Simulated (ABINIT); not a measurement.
Wanted: the native input for an ABINIT 10.8.3 (patched build) run.

```
Task                                            : equation of state
Functional                                      : RPBE
Potentials or basis                             : JTH PAW PBE v2.0
Cutoff                                          : 408 eV
k mesh                                          : 8 × 8 × 8
Occupations                                     : fermi-dirac, width 0.05 eV
Spin                                            : no spin polarisation
Fine-grid cutoff                                : 816.342 eV
Exchange and correlation inside the PAW spheres : full angular mesh (pawxcdev 0, this build's default; the released program takes 1)
```

The system is SnSe.

```xyz
2
Lattice="0.0000 3.0100 3.0100 3.0100 0.0000 3.0100 3.0100 3.0100 0.0000" Properties=species:S:1:pos:R:3 pbc="T T T"
Sn    0.0000    0.0000    0.0000
Se    3.0100    3.0100    3.0100
```

Measurements of this composition are mostly on another form, of space group No. 62.

These files were run (other wordings do the same):

run.abi

```
# Datasets: one volume each
ndtset 7
getwfk -1
scalecart1 3*0.9795861087
scalecart2 3*0.9864848297
scalecart3 3*0.9932883884
scalecart4 3*1.0000000000
scalecart5 3*1.0066227096
scalecart6 3*1.0131594038
scalecart7 3*1.0196128224

# Pseudopotentials
pp_dirpath "./"
pseudos "Sn.GGA_PBE-JTH.xml, Se.GGA_PBE-JTH.xml"

# Structure
acell 8.044153707 8.044153707 8.044153707
rprim
     0.0000000000     0.7071067812     0.7071067812
     0.7071067812     0.0000000000     0.7071067812
     0.7071067812     0.7071067812     0.0000000000
ntypat 2
znucl 50 34
natom 2
typat 1 2
xred
     0.0000000000     0.0000000000     0.0000000000
     0.5000000000     0.5000000000     0.5000000000

# Plane-wave basis
ecut 15.0
pawecutdg 30.0

# k points
kptopt 1
ngkpt 8 8 8
nshiftk 1
shiftk 0.0 0.0 0.0

# Exchange and correlation
ixc 15

# Bands and occupations
nband 14
occopt 3
tsmear 0.00183747

# SCF cycle
nstep 100
tolvrs 1.0e-9

# Output
iomode 3
prtwf 1
prtden 0
prteig 0
prtebands 0
```

Potentials or basis: JTH PAW PBE v2.0.

Run with:

```sh
$ abinit run.abi > log 2>&1
```

It gave:

The equilibrium volume is 28.75 Å³/atom. The bulk modulus is 44 GPa and the pressure derivative of the bulk modulus is 4.1 (rough: it moves with the points fitted).

Caveat: the cutoff is too short for stress, so the log's stress isn't used; pressures at fixed basis lie under the slope of the energies; the PAW data sets were made with another functional, which shifts forces and pressure a little.

Run time: 89 s on 1 thread of Arm Neoverse V1, with other jobs on the host, peak memory 0.14 GiB.
